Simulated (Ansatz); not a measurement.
Crystal: HgTe.

```
Hg Te
1.0
    -3.04560    3.04560    1.55941
     3.04560   -3.04560    1.55941
     3.04560    3.04560   -1.55941
Hg Te
1 1
Direct
  0.75000 0.25000 0.50000
  0.00000 0.00000 0.00000
```

Measurements of this composition are mostly on another form, of space group No. 216.

- Program: Ansatz 0.2.0
- Task: relaxation of cell and atoms
- Functional: PBEsol
- Dispersion: D4
- Potentials or basis: all-electron LAPW, scalar-relativistic
- Basis error allowed: 0.001 eV/atom
- k mesh: 10 × 10 × 10
- Occupations: fermi-dirac, width 0.05 eV
- Spin: no spin polarisation

At the start: volume 28.93 Å³/atom.

Where does the relaxation end?

Over 6 steps the energy falls by 80.1 meV/atom and the volume is 25.85 Å³/atom (-10.7 %); space group I-4m2 (No. 119, to 0.05 Å).

The path:
```tsv
step	energy change (eV)	largest force (eV/Å)	volume (Å³)
1	0.0000	0.0000	57.86
2	-0.1447	0.0000	51.74
3	-0.1546	0.0000	50.66
4	-0.1600	0.0000	51.79
5	-0.1601	0.0000	51.69
6	-0.1601	0.0000	51.69
```

Final structure:
```cif
data_structure
_symmetry_space_group_name_H-M 'P 1'
_symmetry_Int_Tables_number 1
_cell_length_a 4.3413
_cell_length_b 4.3413
_cell_length_c 4.3413
_cell_angle_alpha 97.622
_cell_angle_beta 97.622
_cell_angle_gamma 137.285
_cell_volume 51.69
loop_
_atom_site_label
_atom_site_type_symbol
_atom_site_fract_x
_atom_site_fract_y
_atom_site_fract_z
_atom_site_occupancy
Hg1 Hg 0.75000 0.25000 0.50000 1
Te1 Te 0.00000 0.00000 0.00000 1
```
